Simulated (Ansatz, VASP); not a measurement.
## Cross-check of SiTe between VASP and Ansatz

Aim: how closely do two programs agree when they are given the same cell, functional and k mesh? The cell is generated by rule, not measured, and may not be a known phase. The cell is taken from a series of runs on this material, whose earlier steps may have relaxed, scaled, displaced or heated it; both programs get it as it stands.

Program: Ansatz 0.2.0. Level of theory: plane waves, with VASP 6.6.1 beside it; zone-centre phonons at LDA. Results are calculated unless marked as measured.

The structure was built from a prototype and need not be the compound's stable phase.

## (1) Starting point

The structure is hexagonal, space group P6_3/mmc (No. 194). Conventional cell: a = 3.901 Å, b = 3.901 Å, c = 7.133 Å, α = 90.00°, β = 90.00°, γ = 120.00°. Si has 6 Te at 2.87 Å nearest. Nearest to Te lie 6 Si at 2.87 Å. Farther neighbours and most contacts between anions are not listed.

## (2) Ansatz: zone-centre phonons, LDA

Ansatz runs on norm-conserving files, of PseudoDojo where its log says so.

Second derivatives magnify differences that forces hide, and they need a tight electronic threshold.

input.yaml reads:

```yaml
crystal:
  lattice:
    - [3.901302993, 0.0, 0.0]
    - [-1.9506514965, 3.3786274998, 0.0]
    - [0.0, 0.0, 7.1329257488]
  atoms:
    - { symbol: Si, position: [0.0, 0.0, 0.5] }
    - { symbol: Si, position: [0.0, 0.0, 0.0] }
    - { symbol: Te, position: [0.6666666667, 0.3333333333, 0.25] }
    - { symbol: Te, position: [0.3333333333, 0.6666666667, 0.75] }
kpoints:
  mp_grid: { grid: [12, 12, 6] }
hamiltonian:
  xc: lda
  pseudopotentials: { kind: nc }
scf:
  occupations: { method: methfessel_paxton, width: 0.15 }
output:
  eigenvalues: true
phonons:
  method: dfpt
```

The run is started by

```console
$ ansatz run input.yaml --threads 4 --pin off --max-ram 7168MiB --backend cpu --events-out ev --progress --plain --runs-dir out
```

The program printed:

```text
Engine: ansatz 0.2.0, aarch64-unknown-linux-gnu
Pseudopotentials: kind: nc
Pseudopotential: Si, nc, valence charge 4, recommended cutoff 435.38218 eV (normal), Si.nc.azcp (PseudoDojo's, or run here from an input of PseudoDojo's: the run reads no file of this project's for it)
Pseudopotential: Te, nc, valence charge 16, recommended cutoff 1120 eV (normal), Te.nc.azcp (PseudoDojo's, or run here from an input of PseudoDojo's: the run reads no file of this project's for it)
Functional definition: SPW92
  exchange = slater_x
  correlation = pw_c
Crystal: 4 atoms, lattice volume = 94.019 Å³
Basis set: ecut = 1120 eV, 8043 PW (Γ), exchange–correlation on 90×90×160 points (8 copies of the dense FFT grid, shifted against one another)
Bands: 24, of which v1, the nominal top of the filled ones, is band 20 counted from 1 (19 counted from 0)
Symmetry: 24 space group operations
k-points: 242 of 864 (irreducible under 2 space group operations, time reversal used)
Non-local potential: Si, projectors of the file, l = 0: 2, l = 1: 2, l = 2: 2
Non-local potential: Te, projectors of the file, l = 0: 3, l = 1: 2, l = 2: 2, l = 3: 2
Initial density: superposition of atomic densities (chi_scale 0.1, normalization cell, long waves kept (reshape's long-wave potential 0.00 eV rms))
Initial wavefunctions: pseudopotential atomic-orbital guess
Functional: x = slater, c = lda
SCF iter   1: F=—  HF=-5921.533156 eV  |F-HF|=—  |Δ(HF+E_count)|=         —  Δρ=1.61e-2  dr2=2.86e-1  ethr=3.10e-3  ⟨swp⟩=6.1  Hψ=26390  notcnv=0
preconditioner: auto → Kerker (q_TF=auto, 2.366 Å⁻¹)  [metal: Δε(μ)=0.014 eV  Ē_g=7.705 eV  σ=0.150 eV  W_gap=0.08  n_scr=22 (ndim 8)  ℏωp=17.1 eV  f_vac=0.000  D(μ)=1.79/eV (n_scr^D=4)]
SCF iter   2: F=—  HF=-5921.485428 eV  |F-HF|=—  |Δ(HF+E_count)|=   4.77e-2  S|Δr|=    0.00e0  Δρ=9.83e-3  dr2=1.01e-1  ethr=7.16e-4  ⟨swp⟩=1.1  Hψ=7813  notcnv=0
SCF iter   3: F=—  HF=-5921.462137 eV  |F-HF|=—  |Δ(HF+E_count)|=   2.33e-2  S|Δr|=    0.00e0  Δρ=1.56e-3  dr2=3.39e-3  ethr=2.51e-4  ⟨swp⟩=2.7  Hψ=9996  notcnv=0
SCF iter   4: F=—  HF=-5921.461657 eV  |F-HF|=—  |Δ(HF+E_count)|=   4.79e-4  S|Δr|=    0.00e0  Δρ=4.62e-4  dr2=2.36e-4  ethr=8.48e-6  ⟨swp⟩=2.0  Hψ=8159  notcnv=0
SCF iter   5: F=—  HF=-5921.461632 eV  |F-HF|=—  |Δ(HF+E_count)|=   2.56e-5  S|Δr|=    0.00e0  Δρ=1.21e-4  dr2=1.59e-5  ethr=5.89e-7  ⟨swp⟩=2.7  Hψ=10040  notcnv=0
SCF iter   6: F=—  HF=-5921.461627 eV  |F-HF|=—  |Δ(HF+E_count)|=   4.19e-6  S|Δr|=    0.00e0  Δρ=2.17e-5  dr2=2.44e-7  ethr=3.99e-8  ⟨swp⟩=2.0  Hψ=7729  notcnv=0
SCF iter   7: F=—  HF=-5921.461515 eV  |F-HF|=—  |Δ(HF+E_count)|=   1.13e-4  S|Δr|=    0.00e0  Δρ=3.07e-6  dr2=9.13e-9  ethr=6.09e-10  ⟨swp⟩=2.4  Hψ=9513  notcnv=0
SCF iter   8: F=—  HF=-5921.461515 eV  |F-HF|=—  |Δ(HF+E_count)|=  2.57e-10  S|Δr|=    0.00e0  Δρ=6.38e-7  dr2=4.71e-10  ethr=2.28e-11  ⟨swp⟩=2.0  Hψ=8473  notcnv=0
SCF iter   9: F=—  HF=-5921.461515 eV  |F-HF|=—  |Δ(HF+E_count)|=  5.91e-11  S|Δr|=    0.00e0  Δρ=1.65e-7  dr2=3.71e-11  ethr=1.18e-12  ⟨swp⟩=2.3  Hψ=8127  notcnv=0
SCF iter  10: F=-5921.461515 eV  HF=-5921.461515 eV  |F-HF|=3.64e-12  |Δ(HF+E_count)|=  7.28e-12  S|Δr|=    0.00e0  Δρ=2.77e-8  dr2=5.68e-13  ethr=1.00e-12  ⟨swp⟩=7.1  Hψ=32296  notcnv=0
SCF 1 converged in 10 iterations: F = -5921.461515 eV  dr2 = 5.68e-13
DFPT response loops at Γ: preconditioner auto → Kerker (q_TF=auto, 2.366 Å⁻¹) (partly filled bands, converged f_vac=0.000); β = 1.00, the filter's whole step (`scf.mixing.beta` (0.50) is not read by the response loops under this deck's `scf.mixing.preconditioner`; to damp them name `kerker` or `kerker_dos`, under which they read `scf.mixing.beta`, and type it under 1.00, their step now; both keys bind the ground state too); Broyden in place of MSR1
the run's response loops start from zero, take more passes and end by a threshold: the memory limit or budget leaves too little room for the subspace of the ground state's own states beside the solves, or none could be made (phonons.method)
SCF converged after 10 iterations
Stability not checked: this state was not tested for a lower state beside it, because cold or Methfessel-Paxton smearing, or corrected tetrahedra, fill the levels in a way that the test cannot read (fill_not_monotonic; see scf.lower_state_search)
Free energy (F): -5921.461515 eV
Harris-Foulkes:  -5921.461515 eV  (|F-HF|=3.64e-12)
Internal energy: -5921.460331 eV  (E = F + TS)
E sigma→0 (E₀):  -5921.461219 eV
Entropy (-TS):   -0.001184 eV (-0.296 meV/atom)
Fermi energy:    10.192128 eV
Step filling:    the computed levels leave a gap of 0.0000 eV = 0.0 smearing widths at the electron count; against every level under it full and every level over it empty, smearing changes F+E_penalty+E_count by -1.370 meV and its σ→0 estimate by -1.074 meV
--- Per-component energies (eV) ---
  E_band       = -458.968052
  E_kinetic    = 3171.746828
  E_local      = -4159.206935  (includes V_loc(G=0)·N_el)
  E_nonlocal   = -1535.832838
  E_hartree    = 1484.846510
  E_xc         = -1400.546515
  E_vxc        = -905.368117  (∫ρ·V_xc dr)
  E_ewald      = -3482.467381
  E_smearing   = -0.001184  (= −TS)
  E_closure    = 0.000000  (closes the sum)
  Σ components = -5921.461515   (vs F -5921.461515, Δ=0.00e0)
--- Band table (eV; the first three rows and the last of 242) ---
  k-point 0: bands = [... 16 lower, 8.3431, 8.7898, 8.7898, 10.8319, 11.4225, 11.4225, 12.1763, 12.6194]
  k-point 1: bands = [... 16 lower, 8.3734, 8.7624, 8.7624, 10.5920, 11.4464, 11.4464, 12.4043, 12.4519]
  k-point 2: bands = [... 16 lower, 8.6838, 8.6838, 8.7988, 10.0958, 11.5480, 11.5480, 12.1013, 12.1013]
  k-point 241: bands = [... 16 lower, 6.3808, 6.3808, 8.5298, 8.5298, 10.2446, 10.2446, 13.5701, 13.5701]
--- Phonons (Γ-DFPT): 4 representative perturbations + reference, on 242 of 864 k-points (Σ response iterations 29) ---
  k mesh reduced under 2 symmetry operations, with k and −k counted as one. Each operation leaves every solved perturbation unchanged. A smaller set is not used because it would not reduce the number of displacements times k-points to solve
  ASR residual: 4.145e-4 → 0.000e0 eV/Å²; symmetrization residual: 3.563e-5 eV/Å²
  ASR residual per site (eV/Å²): 6.52e-5 6.52e-5 4.14e-4 4.14e-4
  Γ frequencies (cm⁻¹): -76.19 0.00 0.00 0.00 97.76 97.76 107.99 127.05 127.05 150.24 150.24 303.63
  non-analytic LO–TO correction: not included (Born effective charges unavailable; polar crystals: no LO–TO splitting at Γ)
```

[end of part 1 of 2]

[Lines on the potential files, build, host, timing and source positions are cut from VASP's logs without a mark.]

[Logs are printed without paths, hosts, clocks, repeated set-up lines and the standing remarks that a program may print on its own settings, such as how far it seeks lower states.]

[Hosts, paths, dates, database ids (printed as entryN), source tags and the programs' standing remarks are cut or masked in the printed files.]
